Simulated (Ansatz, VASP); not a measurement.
## One calculation of GaAs, two programs

```
Ga As
1.0
     0.00000    2.83309    2.83309
     2.91326    0.00000    2.83309
     2.91326    2.83309    0.00000
Ga As
1 1
Direct
  0.00000 0.00000 0.00000
  0.25000 0.25000 0.25000
```

Change from the starting cell: uniaxial_x strain +2.8%.

Alike in both runs: task single point; functional PBE; k mesh 8 × 8 × 8; occupations fermi-dirac, width 0.02 eV; no spin polarisation.

|  | VASP | Ansatz |
| --- | --- | --- |
| version | VASP 6.6.1 | Ansatz 0.2.0 |
| potentials or method | VASP PAW PBE potentials, release 64 (Ga_d, As) | plane waves, PAW |
| plane-wave cutoff (eV) | 520 | 420 |
| valence electrons in the cell | 18 | 28 |

Ansatz gave:

* pressure (GPa): 0.8
* largest component of the traceless stress (GPa): 1.15

**Question.** Estimate VASP's values.

**Answer.** Pressure (GPa): 1.0; largest component of the traceless stress (GPa): 1.14.

The two sets of potentials don't hold the same shells in valence.
